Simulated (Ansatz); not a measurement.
# Ta (Im-3m) in Ansatz: further runs

The runs below take Ta through relaxation of cell and atoms, with BLYP, r2SCAN, PBEsol.

Everything below comes from runs of Ansatz 0.2.0. Logs are shortened: lines on timing, memory, paths and dates and some standing lists are left out, and cuts for length are marked.

## 1. The structure

The structure is cubic, space group Im-3m (No. 229). Conventional cell: a = 3.303 Å, b = 3.303 Å, c = 3.303 Å, α = 90.00°, β = 90.00°, γ = 90.00°. Ta (site symmetry m-3m) has 8 Ta at 2.86 Å as nearest neighbours.

## 2. Relaxation of cell and atoms, BLYP

input.yaml

```yaml
crystal:
  lattice:
    - [-1.65128, 1.65128, 1.65128]
    - [1.65128, -1.65128, 1.65128]
    - [1.65128, 1.65128, -1.65128]
  atoms:
    - { symbol: Ta, position: [0.0, 0.0, 0.0] }
hamiltonian:
  xc: blyp
  pseudopotentials: { kind: paw }
kpoints:
  mp_grid: { grid: [11, 11, 11] }
scf:
  occupations: { method: fermi_dirac, width: 0.05 }
output:
  forces: true
  stress: true
  eigenvalues: true
  write_density: true
  write_potential: true
  elf: true
  volumetric_format: npy
relax:
  f_tol: 0.01
  max_steps: 40
  cell: { stress_tol: 0.05 }
```

Potentials or basis: Ansatz PAW.

Launch:

```
> ansatz run input.yaml --threads 2 --pin off --max-ram 5632MiB --backend cpu --events-out ev --progress --plain --runs-dir out
```

What it wrote:

```text
Warning: RAYON_NUM_THREADS=2 ignored (pool sized by the plan → 2); use --threads N
Engine: ansatz 0.2.0, aarch64-unknown-linux-gnu
Pseudopotentials: kind: paw
Pseudopotential: Ta, paw, valence charge 13, recommended cutoff 420 eV (normal), Ta.paw.azcp
Functional definition: BLYP
  parameter beta = 0.0042
  parameter a = 0.04918
  parameter b = 0.132
  parameter c = 0.2533
  parameter d = 0.349
  exchange = b88_x(beta = beta)
  correlation = lyp_c(a = a, b = b, c = c, d = d)
Crystal: 1 atoms, lattice volume = 18.010 Å³
Basis set: ecut = 420 eV, 369 PW (Γ), exchange–correlation on 40×40×40 points (8 copies of the dense FFT grid, shifted against one another)
Bands: 11, of which v1, the nominal top of the filled ones, is band 7 counted from 1 (6 counted from 0)
Symmetry: 48 space group operations
Space group: Im-3m (ITA 229), of the structure as read, at distance tolerance 2.6e-5 Å
k-points: 56 of 1331
Non-local potential: Ta, projectors of the file, l = 0: 3, l = 1: 2, l = 2: 2, l = 3: 1
PAW form: soft (Blöchl's): semilocal exchange-correlation on the pseudo side does not see the compensation charge
PAW frozen core: Ta, regenerated for the run's functional, and the local potential with it (the file was generated under x = pbe(κ = 0.804, μ = 0.2195149727645171), c = pbe(β = 0.06672455060314922))
PAW one-centre angular grid: Ta, 590 points (default); XC on 64 Gauss nodes
Initial density: superposition of atomic densities (neutral atoms: chi_scale 0, normalization atom), corrected by the library's trained network
Initial wavefunctions: pseudopotential atomic-orbital guess
Functional: x = b88, c = lyp
SCF iter   1: F=—  HF=-9956.096375 eV  |F-HF|=—  |Δ(HF+E_count)|=         —  Δρ=8.62e-3  dr2=1.32e-2  ethr=1.77e-3  ⟨swp⟩=5.9  Hψ=3580  notcnv=0
preconditioner: auto → none  [metal: Δε(μ)=0.067 eV  Ē_g=8.202 eV  σ=0.050 eV  W_gap=0.32  n_scr=0 (ndim 8)  ℏωp=19.6 eV  f_vac=0.000  D(μ)=0.93/eV (n_scr^D=12)]
SCF iter   2: F=—  HF=-9956.092258 eV  |F-HF|=—  |Δ(HF+E_count)|=   4.12e-3  Δρ=3.11e-3  dr2=1.05e-3  ethr=1.02e-4  ⟨swp⟩=2.2  Hψ=1323  notcnv=0  defer=9
SCF iter   3: F=—  HF=-9956.092300 eV  |F-HF|=—  |Δ(HF+E_count)|=   4.21e-5  Δρ=8.21e-4  dr2=5.21e-5  ethr=8.10e-6  ⟨swp⟩=1.9  Hψ=705  notcnv=0  defer=9
SCF iter   4: F=—  HF=-9956.092327 eV  |F-HF|=—  |Δ(HF+E_count)|=   2.73e-5  Δρ=6.27e-5  dr2=2.24e-7  ethr=4.00e-7  ⟨swp⟩=2.0  Hψ=728  notcnv=0  defer=9
iter 5 did not close the SCF: its close was put off for the readings that it lacked (scf_convergence_deferred on its scf_iter line)
SCF iter   5: F=-9956.092328 eV  HF=-9956.092328 eV  |F-HF|=5.46e-12  |Δ(HF+E_count)|=   4.03e-7  Δρ=5.44e-6  dr2=2.93e-9  ethr=1.72e-9  ⟨swp⟩=2.5  Hψ=873  notcnv=0  defer=9
SCF iter   6: F=-9956.092328 eV  HF=-9956.092328 eV  |F-HF|=3.82e-11  |Δ(HF+E_count)|=  3.69e-10  Δρ=6.13e-7  dr2=2.36e-11  ethr=2.25e-11  ⟨swp⟩=5.4  Hψ=2978  notcnv=0
SCF 1 converged in 6 iterations: F = -9956.092328 eV  dr2 = 2.36e-11
relax step   1: F+E_penalty+E_count = -9956.09232758 eV  Δ(F+E_penalty+E_count) = +0.000e0 eV  max|allowed force component| = 0.000e0 eV/Å  Δτ_max = 0.0000 Å  P = +8.838 GPa  Ω = 18.010 Å³  (6 SCF iters, dr2 threshold 1.00e-7 eV, accepted)
Crystal: 1 atoms, lattice volume = 20.756 Å³
Basis set: ecut = 420 eV, 381 PW (Γ), exchange–correlation on 40×40×40 points (8 copies of the dense FFT grid, shifted against one another)
Initial density: handed on by an earlier stage of this run
Initial wavefunctions: those handed on with the density
iter 1 solved again at ethr=1.83e-5 eV; its pass at ethr=3.10e-3 eV (dr2=2.38e-3 eV) is discarded
SCF iter   1: F=—  HF=-9956.015764 eV  |F-HF|=—  |Δ(HF+E_count)|=         —  Δρ=3.43e-3  dr2=1.77e-3  ethr=1.83e-5  ⟨swp⟩=2.3  Hψ=4895  notcnv=0
preconditioner: auto → none  [metal: Δε(μ)=0.029 eV  Ē_g=7.115 eV  σ=0.050 eV  W_gap=0.14  n_scr=0 (ndim 8)  ℏωp=18.2 eV  f_vac=0.000  D(μ)=1.59/eV (n_scr^D=18)]
SCF iter   2: F=—  HF=-9956.016082 eV  |F-HF|=—  |Δ(HF+E_count)|=   3.17e-4  Δρ=1.22e-3  dr2=8.44e-5  ethr=1.36e-5  ⟨swp⟩=2.9  Hψ=903  notcnv=0
SCF iter   3: F=—  HF=-9956.016415 eV  |F-HF|=—  |Δ(HF+E_count)|=   3.33e-4  Δρ=3.72e-4  dr2=7.65e-6  ethr=6.50e-7  ⟨swp⟩=2.0  Hψ=751  notcnv=0
SCF iter   4: F=-9956.016455 eV  HF=-9956.016455 eV  |F-HF|=7.31e-8  |Δ(HF+E_count)|=   3.96e-5  Δρ=2.32e-5  dr2=5.91e-8  ethr=7.69e-10  ⟨swp⟩=7.4  Hψ=4422  notcnv=0
SCF 2 converged in 4 iterations: F = -9956.016455 eV  dr2 = 5.91e-8
relax step   2: F+E_penalty+E_count = -9956.01645474 eV  Δ(F+E_penalty+E_count) = +7.587e-2 eV  max|allowed force component| = 0.000e0 eV/Å  Δτ_max = 0.0000 Å  P = -14.668 GPa  Ω = 20.756 Å³  energy of the carried Pulay correction = -6.729e-4 eV  (4 SCF iters, dr2 threshold 1.00e-7 eV, rejected (line search))
Crystal: 1 atoms, lattice volume = 18.953 Å³
iter 1 solved again at ethr=4.64e-6 eV; its pass at ethr=3.10e-3 eV (dr2=6.04e-4 eV) is discarded
SCF iter   1: F=—  HF=-9956.112600 eV  |F-HF|=—  |Δ(HF+E_count)|=         —  Δρ=2.15e-3  dr2=5.73e-4  ethr=4.64e-6  ⟨swp⟩=1.9  Hψ=4779  notcnv=0
preconditioner: auto → none  [insulator: Δε(μ)=0.121 eV  Ē_g=7.801 eV  σ=0.050 eV  W_gap=0.54  n_scr=0 (ndim 8)  ℏωp=19.1 eV  f_vac=0.000  D(μ)=1.01/eV (n_scr^D=12)  ε∞_Penn≈7.0]
SCF iter   2: F=—  HF=-9956.112757 eV  |F-HF|=—  |Δ(HF+E_count)|=   1.56e-4  Δρ=7.85e-4  dr2=3.26e-5  ethr=4.41e-6  ⟨swp⟩=2.7  Hψ=877  notcnv=0
SCF iter   3: F=—  HF=-9956.112880 eV  |F-HF|=—  |Δ(HF+E_count)|=   1.23e-4  Δρ=2.09e-4  dr2=2.04e-6  ethr=2.51e-7  ⟨swp⟩=2.0  Hψ=750  notcnv=0
SCF iter   4: F=—  HF=-9956.112892 eV  |F-HF|=—  |Δ(HF+E_count)|=   1.17e-5  Δρ=1.26e-5  dr2=1.65e-8  ethr=1.57e-8  ⟨swp⟩=2.7  Hψ=984  notcnv=0
SCF iter   5: F=—  HF=-9956.112891 eV  |F-HF|=—  |Δ(HF+E_count)|=   5.55e-7  Δρ=1.36e-6  dr2=1.33e-10  ethr=1.27e-10  ⟨swp⟩=2.1  Hψ=780  notcnv=0
SCF iter   6: F=-9956.112891 eV  HF=-9956.112891 eV  |F-HF|=5.46e-12  |Δ(HF+E_count)|=  3.91e-10  Δρ=8.27e-8  dr2=4.45e-13  ethr=1.00e-12  ⟨swp⟩=5.9  Hψ=2396  notcnv=0
SCF 3 converged in 6 iterations: F = -9956.112891 eV  dr2 = 4.45e-13
relax step   3: F+E_penalty+E_count = -9956.11289114 eV  Δ(F+E_penalty+E_count) = -2.056e-2 eV  max|allowed force component| = 0.000e0 eV/Å  Δτ_max = 0.0000 Å  P = -1.311 GPa  Ω = 18.953 Å³  energy of the carried Pulay correction = -2.422e-4 eV  (6 SCF iters, accepted)
Crystal: 1 atoms, lattice volume = 18.820 Å³
iter 1 solved again at ethr=6.55e-8 eV; its pass at ethr=3.10e-3 eV (dr2=8.52e-6 eV) is discarded
SCF iter   1: F=—  HF=-9956.113484 eV  |F-HF|=—  |Δ(HF+E_count)|=         —  Δρ=1.67e-4  dr2=3.48e-6  ethr=6.55e-8  ⟨swp⟩=2.9  Hψ=4304  notcnv=0
preconditioner: auto → none  [insulator: Δε(μ)=0.127 eV  Ē_g=7.867 eV  σ=0.050 eV  W_gap=0.56  n_scr=0 (ndim 8)  ℏωp=19.1 eV  f_vac=0.000  D(μ)=0.98/eV (n_scr^D=12)  ε∞_Penn≈6.9]
SCF iter   2: F=—  HF=-9956.113487 eV  |F-HF|=—  |Δ(HF+E_count)|=   2.41e-6  Δρ=6.14e-5  dr2=2.07e-7  ethr=2.67e-8  ⟨swp⟩=2.6  Hψ=851  notcnv=0
SCF iter   3: F=-9956.113487 eV  HF=-9956.113487 eV  |F-HF|=6.48e-8  |Δ(HF+E_count)|=   8.31e-7  Δρ=1.56e-5  dr2=1.16e-8  ethr=7.69e-10  ⟨swp⟩=9.1  Hψ=3947  notcnv=0
SCF 4 converged in 3 iterations: F = -9956.113487 eV  dr2 = 1.16e-8
relax step   4: F+E_penalty+E_count = -9956.11348740 eV  Δ(F+E_penalty+E_count) = -5.963e-4 eV  max|allowed force component| = 0.000e0 eV/Å  Δτ_max = 0.0000 Å  P = -0.041 GPa  Ω = 18.820 Å³  energy of the carried Pulay correction = -2.089e-4 eV  (3 SCF iters, dr2 threshold 1.00e-7 eV, accepted)
Initial wavefunctions: pseudopotential atomic-orbital guess (no wavefunctions were taken with the density)
iter 1 solved again at ethr=6.52e-8 eV; its pass at ethr=3.10e-3 eV (dr2=8.48e-6 eV) is discarded
SCF iter   1: F=—  HF=-9956.113515 eV  |F-HF|=—  |Δ(HF+E_count)|=         —  Δρ=3.69e-4  dr2=6.53e-7  ethr=6.52e-8  ⟨swp⟩=3.2  Hψ=5228  notcnv=0
preconditioner: auto → none  [insulator: Δε(μ)=0.126 eV  Ē_g=7.867 eV  σ=0.050 eV  W_gap=0.56  n_scr=0 (ndim 8)  ℏωp=19.1 eV  f_vac=0.000  D(μ)=0.98/eV (n_scr^D=12)  ε∞_Penn≈6.9]
SCF iter   2: F=—  HF=-9956.113683 eV  |F-HF|=—  |Δ(HF+E_count)|=   1.68e-4  Δρ=1.85e-4  dr2=1.61e-7  ethr=5.02e-9  ⟨swp⟩=1.0  Hψ=616  notcnv=0
SCF iter   3: F=—  HF=-9956.113739 eV  |F-HF|=—  |Δ(HF+E_count)|=   5.55e-5  Δρ=1.13e-6  dr2=1.03e-10  ethr=1.24e-9  ⟨swp⟩=1.0  Hψ=616  notcnv=0
SCF iter   4: F=—  HF=-9956.113739 eV  |F-HF|=—  |Δ(HF+E_count)|=  4.75e-10  Δρ=3.06e-7  dr2=1.84e-11  ethr=1.00e-12  ⟨swp⟩=6.8  Hψ=2871  notcnv=0
SCF iter   5: F=-9956.113739 eV  HF=-9956.113739 eV  |F-HF|=1.82e-12  |Δ(HF+E_count)|=  1.27e-11  Δρ=6.80e-8  dr2=2.93e-13  ethr=1.00e-12  ⟨swp⟩=5.2  Hψ=2142  notcnv=0
SCF 5 converged in 5 iterations: F = -9956.113739 eV  dr2 = 2.93e-13
relax step   5: F+E_penalty+E_count = -9956.11373867 eV  Δ(F+E_penalty+E_count) = -2.513e-4 eV  max|allowed force component| = 0.000e0 eV/Å  Δτ_max = 0.0000 Å  P = -0.026 GPa  Ω = 18.820 Å³  stress off target by 2.62e-2 GPa  SCF on the basis re-selected at this cell (its energy is not comparable with the rows above)  (5 SCF iters)
basis re-selected at this cell: Δ(F+E_penalty+E_count) = -2.513e-4 eV, ΔP = +0.014 GPa vs the last step (what re-selecting the basis moved, of the pressure what is left beyond the Pulay correction that the steps carried, after the strain that the cell walked since its last selection, with what the two solves' SCF thresholds leave and, on support functions, any second-order correction that the steps lacked; it is no measure of the basis error at this ecutwfc). This SCF's stress stands 2.62e-2 GPa from its target on what of the cell is left free (relax.cell.stress_tol is 5.00e-2 GPa) and its largest allowed force component is 0.00e0 eV/Å (relax.f_tol is 1.00e-2 eV/Å): within both
SCF converged after 5 iterations
Free energy (F): -9956.113739 eV
Harris-Foulkes:  -9956.113739 eV  (|F-HF|=1.82e-12)
Internal energy: -9956.104630 eV  (E = F + TS)
E sigma→0 (E₀):  -9956.109184 eV
Entropy (-TS):   -0.009109 eV (-9.109 meV/atom)
Fermi energy:    18.250682 eV
--- Per-component energies (eV) ---
  E_band       = -109.277702
  E_kinetic    = 365.286426
  E_local      = -575.026153  (includes V_loc(G=0)·N_el)
  E_nonlocal   = 14.469594
  E_hartree    = 198.749815
  E_xc         = -214.544905
  E_vxc        = -199.269774  (∫ρ·V_xc dr)
  E_paw        = -8423.977766  (= ΣΔE_a)
  E_vpaw       = -112.237618  (= ΣTr[D̂ρ^β])
  E_aug_tail   = 0.000183  (compensation charges beyond the density's cutoff)
  E_ewald      = -1321.296516
  E_core_change = 0.234691  (= ΣΔE_core)
  E_smearing   = -0.009109  (= −TS)
  E_closure    = 0.000000  (closes the sum)
  Σ components = -9956.113739   (vs F -9956.113739, Δ=0.00e0)
--- Forces (eV/Å), atoms counted from 1 ---
  atom   1  Ta     0.00000000    -0.00000000     0.00000000
  max |Σ_I F_I| component: 9.04e-32 eV/Å
--- Stress (GPa, compression-positive) ---
       -0.026232      -0.000000       0.000000
       -0.000000      -0.026232       0.000000
        0.000000      -0.000000      -0.026232
  P = ⅓ Tr σ = -0.0262 GPa (-0.262 kbar)
--- Band table (eV; the first three rows and the last of 56) ---
  k-point 0: bands = ["-48.9914", "-15.0175", "-15.0175", "-15.0175", "10.6434", "18.8765", "18.8765", "18.8765", "22.0000", "22.0000", "32.8587"]
  k-point 1: bands = ["-48.9839", "-15.1039", "-15.0447", "-15.0178", "10.9890", "18.6636", "18.8100", "19.2162", "21.6878", "22.0046", "33.1433"]
  k-point 2: bands = ["-48.9637", "-15.3304", "-15.1169", "-15.0187", "11.9306", "18.1445", "18.4882", "20.2062", "21.3504", "22.0582", "33.5000"]
  k-point 55: bands = ["-48.8273", "-15.7324", "-15.7174", "-15.7174", "14.8203", "14.8570", "23.7030", "23.7030", "24.4019", "26.0046", "27.6970"]
--- Relaxed structure (4 steps of the walk, 3 accepted, 1 SCFs on fresh bases) ---
  F+E_penalty+E_count = -9956.11373867 eV   max|allowed force component| = 0.000e0 eV/Å   (the final SCF, on the basis selected at the relaxed cell)
  cell:  # Å, volume = 18.8202 Å³
    - [-1.6756686279552684, 1.6756686279552684, 1.6756686279552684]
    - [1.6756686279552684, -1.6756686279552684, 1.6756686279552684]
    - [1.6756686279552684, 1.6756686279552684, -1.6756686279552684]
  atoms:
    - { symbol: Ta, position: [0.0, 0.0, 0.0] }
```

Wall time 2.1 s (2 threads of Arm Neoverse V2, shared host); peak memory 0.28 GiB.

What came out:

```
Free energy                            : -9956.1137 eV
Relaxed volume                         : 18.82 Å³/atom
Relaxed cell                           : a = 2.902 Å, b = 2.902 Å, c = 2.902 Å, α = 109.47°, β = 109.47°, γ = 109.47°
Space group after relaxing (to 0.05 Å) : Im-3m (No. 229)
Energy gained by relaxing              : 21.4 meV/atom
Ionic steps                            : 4
Pressure after relaxing                : 0.0 GPa
Band gap on the k mesh                 : none (metal or under the smearing width)
```

Step by step:
```csv
step,energy change (eV),largest force (eV/Å),volume (Å³)
1,0.0000,0.0000,18.01
2,-0.0206,0.0000,18.95
3,-0.0212,0.0000,18.82
4,-0.0214,0.0000,18.82
```

Final structure:
```
CELL_PARAMETERS angstrom
-1.67567 1.67567 1.67567
1.67567 -1.67567 1.67567
1.67567 1.67567 -1.67567
ATOMIC_POSITIONS crystal
Ta 0.00000 0.00000 0.00000
```

Caveat: the plane-wave basis is chosen anew once the cell has moved, so the energies of steps on either side of that aren't comparable; the PAW data sets come from PBE, with cores solved anew for the run's functional, which leaves a small shift of forces and pressure.

## 3. Relaxation of cell and atoms, r2SCAN

Changes to input.yaml since step 2:

```diff
@@ -8,3 +8,3 @@
 hamiltonian:
-  xc: blyp
+  xc: r2scan
   pseudopotentials: { kind: paw }
@@ -18,6 +18,2 @@
   eigenvalues: true
-  write_density: true
-  write_potential: true
-  elf: true
-  volumetric_format: npy
 relax:
```

Potentials or basis: Ansatz PAW.

Launch:

```
> ansatz run input.yaml --threads 2 --pin off --max-ram 5632MiB --backend cpu --events-out ev --progress --plain --runs-dir out
```

What it wrote:

```text
Warning: RAYON_NUM_THREADS=2 ignored (pool sized by the plan → 2); use --threads N
[... 2 set-up lines as earlier in the session ...]
Pseudopotential: Ta, paw, valence charge 13, recommended cutoff 500 eV (meta_gga), Ta.paw.azcp
Functional definition: r2SCAN
  parameter k0 = 0.174
  parameter k1 = 0.065
  parameter a1 = 4.9479
  exchange = r2scan_x(k0 = k0, k1 = k1, a1 = a1)
  correlation = r2scan_c
Crystal: 1 atoms, lattice volume = 18.010 Å³
Basis set: ecut = 500 eV, 459 PW (Γ), exchange–correlation on 96×96×96 points (64 copies of the dense FFT grid, shifted against one another)
Bands: 11, of which v1, the nominal top of the filled ones, is band 7 counted from 1 (6 counted from 0)
[... 2 set-up lines as earlier in the session ...]
k-points: 56 of 1331
[... 2 set-up lines as earlier in the session ...]
PAW frozen core: Ta, regenerated for the run's functional (the file was generated under x = pbe(κ = 0.804, μ = 0.2195149727645171), c = pbe(β = 0.06672455060314922))
PAW one-centre angular grid: Ta, 590 points (default); XC on 160 Gauss nodes
[... 2 set-up lines as earlier in the session ...]
Functional: x = r2scan, c = r2scan; τ floored in thin density (d = 2e-4 eV/Å³)
SCF iter   1: F=—  HF=-9944.306976 eV  |F-HF|=—  |Δ(HF+E_count)|=         —  Δρ=6.08e-3  dr2=1.70e-3  dr2_τ=1.51e-2  ethr=1.77e-3  ⟨swp⟩=6.0  Hψ=3762  notcnv=0
preconditioner: auto → none  [metal: Δε(μ)=0.022 eV  Ē_g=8.765 eV  σ=0.050 eV  W_gap=0.11  n_scr=0 (ndim 8)  ℏωp=19.6 eV  f_vac=0.000  D(μ)=1.16/eV (n_scr^D=12)]
SCF iter   2: F=—  HF=-9944.324009 eV  |F-HF|=—  |Δ(HF+E_count)|=   1.70e-2  Δρ=3.48e-3  dr2=6.47e-4  dr2_τ=2.25e-4  ethr=1.31e-5  ⟨swp⟩=2.1  Hψ=1621  notcnv=0  defer=9
SCF iter   3: F=—  HF=-9944.324773 eV  |F-HF|=—  |Δ(HF+E_count)|=   7.64e-4  Δρ=3.72e-4  dr2=1.66e-5  dr2_τ=1.32e-5  ethr=4.97e-6  ⟨swp⟩=2.1  Hψ=871  notcnv=0  defer=9
SCF iter   4: F=—  HF=-9944.324768 eV  |F-HF|=—  |Δ(HF+E_count)|=   5.24e-6  Δρ=1.41e-4  dr2=1.50e-6  dr2_τ=8.99e-7  ethr=1.28e-7  ⟨swp⟩=2.6  Hψ=966  notcnv=0  defer=9
SCF iter   5: F=—  HF=-9944.324768 eV  |F-HF|=—  |Δ(HF+E_count)|=   6.76e-7  Δρ=7.90e-5  dr2=4.57e-7  dr2_τ=1.89e-7  ethr=1.15e-8  ⟨swp⟩=1.0  Hψ=607  notcnv=0  defer=9
SCF iter   6: F=-9944.324769 eV  HF=-9944.324769 eV  |F-HF|=1.12e-8  |Δ(HF+E_count)|=   1.99e-7  Δρ=1.60e-5  dr2=2.25e-8  dr2_τ=1.03e-8  ethr=7.69e-10  ⟨swp⟩=3.5  Hψ=2418  notcnv=0
SCF 1 converged in 6 iterations: F = -9944.324769 eV  dr2 = 2.25e-8
relax step   1: F+E_penalty+E_count = -9944.32476867 eV  Δ(F+E_penalty+E_count) = +0.000e0 eV  max|allowed force component| = 0.000e0 eV/Å  Δτ_max = 0.0000 Å  P = +0.060 GPa  Ω = 18.010 Å³  (6 SCF iters, dr2 threshold 1.00e-7 eV, accepted)
Crystal: 1 atoms, lattice volume = 18.032 Å³
[... 28 lines left out ...]
SCF converged after 3 iterations
Free energy (F): -9944.324768 eV
Harris-Foulkes:  -9944.324768 eV  (|F-HF|=5.46e-12)
Internal energy: -9944.314891 eV  (E = F + TS)
E sigma→0 (E₀):  -9944.319829 eV
Entropy (-TS):   -0.009876 eV (-9.876 meV/atom)
Fermi energy:    18.452969 eV
--- Per-component energies (eV) ---
  E_band       = -116.497254
  E_kinetic    = 366.976010
  E_local      = -547.781131  (includes V_loc(G=0)·N_el)
  E_nonlocal   = 15.044556
  E_hartree    = 190.311683
  E_xc         = -204.416232
  E_vxc        = -222.084781  (∫ρ·V_xc dr)
  E_paw        = -8423.014628  (= ΣΔE_a)
  E_vpaw       = -120.503347  (= ΣTr[D̂ρ^β])
  E_aug_tail   = 0.000085  (compensation charges beyond the density's cutoff)
  E_vtau       = 11.227980  (kinetic-family band-sum trace: ∫τ·v_τ [+ j·A + Jᵃ·Aᵃ] dr)
  E_ewald      = -1340.678954
  E_core_change = -0.756280  (= ΣΔE_core)
  E_smearing   = -0.009876  (= −TS)
  E_closure    = -0.000000  (closes the sum)
  Σ components = -9944.324768   (vs F -9944.324768, Δ=0.00e0)
--- Forces (eV/Å), atoms counted from 1 ---
  atom   1  Ta     0.00000000    -0.00000000     0.00000000
  max |Σ_I F_I| component: 1.12e-30 eV/Å
--- Stress (GPa, compression-positive) ---
       -0.000414      -0.000000       0.000000
       -0.000000      -0.000414       0.000000
       -0.000000      -0.000000      -0.000414
  P = ⅓ Tr σ = -0.0004 GPa (-0.004 kbar)
--- Band table (eV; the first three rows and the last of 56) ---
  k-point 0: bands = ["-50.4189", "-15.6845", "-15.6845", "-15.6845", "10.1862", "19.3230", "19.3230", "19.3230", "22.8059", "22.8059", "33.7596"]
  k-point 1: bands = ["-50.4089", "-15.7905", "-15.7169", "-15.6850", "10.5651", "19.0752", "19.2327", "19.6960", "22.4347", "22.8054", "34.0858"]
  k-point 2: bands = ["-50.3821", "-16.0675", "-15.8028", "-15.6867", "11.5937", "18.4762", "18.8152", "20.7822", "22.0568", "22.8568", "34.5330"]
  k-point 55: bands = ["-50.2025", "-16.5403", "-16.5211", "-16.5211", "14.6415", "14.6802", "24.5415", "24.5415", "25.3951", "26.8575", "28.7073"]
--- Relaxed structure (3 steps of the walk, 2 accepted, 1 SCFs on fresh bases) ---
  F+E_penalty+E_count = -9944.32476762 eV   max|allowed force component| = 0.000e0 eV/Å   (the final SCF, on the basis selected at the relaxed cell)
  cell:  # Å, volume = 18.0157 Å³
    - [-1.651443183809716, 1.651443183809716, 1.651443183809716]
    - [1.651443183809716, -1.651443183809716, 1.651443183809716]
    - [1.651443183809716, 1.651443183809716, -1.651443183809716]
  atoms:
    - { symbol: Ta, position: [0.0, 0.0, 0.0] }
```

Wall time 3.6 s (2 threads of Arm Neoverse V2, shared host); peak memory 0.34 GiB.

What came out:

- Free energy: -9944.3248 eV
- Relaxed volume: 18.02 Å³/atom
- Relaxed cell: a = 2.860 Å, b = 2.860 Å, c = 2.860 Å, α = 109.47°, β = 109.47°, γ = 109.47°
- Space group after relaxing (to 0.05 Å): Im-3m (No. 229)
- Energy gained by relaxing: 0.0 meV/atom
- Ionic steps: 3
- Pressure after relaxing: 0.0 GPa
- Band gap on the k mesh: none (metal or under the smearing width)

Final structure:
```yaml
crystal:
  lattice:
    - [-1.65144, 1.65144, 1.65144]
    - [1.65144, -1.65144, 1.65144]
    - [1.65144, 1.65144, -1.65144]
  atoms:
    - { symbol: Ta, position: [0.00000, 0.00000, 0.00000] }
```

Caveat: the plane-wave basis is chosen anew once the cell has moved, so the energies of steps on either side of that aren't comparable; the PAW data sets come from PBE, with cores solved anew for the run's functional, which leaves a small shift of forces and pressure. Spin-orbit coupling is left out, which matters for the levels of Ta.

(Continued in part 2 of 2.)
